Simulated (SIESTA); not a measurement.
# ZrO2 in SIESTA: the effect of basis

The system is ZrO2.

```xyz
3
Lattice="0.0000 2.5451 2.5451 2.5451 0.0000 2.5451 2.5451 2.5451 0.0000" Properties=species:S:1:pos:R:3 pbc="T T T"
Zr    0.0000    0.0000    0.0000
O     3.8176    3.8176    3.8176
O     1.2725    1.2725    1.2725
```

Measurements of this composition are mostly on another form, of space group No. 14.

Alike in all runs:

```yaml
Program: SIESTA 5.4.2
Task: band structure
Functional: PBE
Potentials_or_basis: PseudoDojo 0.4 standard (PBE files)
Grid_cutoff: 800 Ry
Energy_shift: 0.003 Ry
k_mesh: 9 × 9 × 9
Occupations: fermi-dirac, width 0.05 eV
Spin: no spin polarisation
```

| basis | gap on the mesh (eV) | pressure (GPa) |
| --- | --- | --- |
| SZ | ? | ? |
| SZP | 2.62 | 13.1 |
| DZ | 3.22 | 9.8 |
| DZP | 3.19 | 9.8 |
| DZDP | 3.24 | 9.0 |
| TZP | 3.22 | 7.9 |
| TZDP | 3.27 | 7.6 |

Task: What does the run with basis SZ give?

Result: gap on the mesh 2.14 eV; pressure 6.7 GPa.

Caveats: the basis of atomic orbitals isn't converged, which shifts pressures, moduli and gaps; the basis has no polarisation orbitals (some runs).

A k mesh can miss the band edges.
